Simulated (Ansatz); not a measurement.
**Contact densities of MgTe against volume**

```
Mg Te
1.0
     4.54000    0.00000    0.00000
    -2.27000    3.93176    0.00000
     0.00000    0.00000    7.39500
Mg Te
2 2
Direct
  0.33333 0.66667 0.00000
  0.66667 0.33333 0.50000
  0.33333 0.66667 0.37000
  0.66667 0.33333 0.87000
```

Atom numbers follow the list: Mg1, Mg2, Te3, Te4.

The cell is COD entry 1538744, as deposited and not checked against the literature; nothing was relaxed.

Spin–orbit coupling is left out, though it moves levels of the heavy atoms by tenths of an eV or more.

All numbers below come from DFT, PBEsol, all-electron PAW with datasets made for the crystal, scalar-relativistic (Ansatz 0.2.0).

Sampling and basis: a Γ-centred 9×9×5 k mesh, Fermi–Dirac smearing of 0.03 eV, cutoff 220 eV (chosen by the program for this cell), no spin polarisation.

The contact density is the mean electron density over the nuclear volume; its changes set Mössbauer isomer shifts. Changes below are taken from the unscaled cell, where it is 7768.52 e/Å³ at Mg1, 1.46645e+06 e/Å³ at Te3.

```tsv
V/V(cell)	P (GPa)	Δρ(0) Mg1 (e/Å³)	Δρ(0) Te3 (e/Å³)
0.9400	3.1	0.17	?
0.9800	1.2	0.05	-0.79
1.0000	0.4	0.00	0.00
1.0100	0.1	-0.02	?
1.0400	-0.9	-0.09	?
```

(1) What belongs in the row "1.0400", column "Δρ(0) Te3 (e/Å³)"?

(2) What belongs in the row "1.0100", column "Δρ(0) Te3 (e/Å³)"?

(3) Fill in "Δρ(0) Te3 (e/Å³)" for the row "0.9400".

The datasets are made afresh for each cell, so very small changes are uncertain. Scalar relativity leaves out the p1/2 density at heavy nuclei.

## Answers

(1) 1.62.

(2) 0.40.

(3) -2.32.
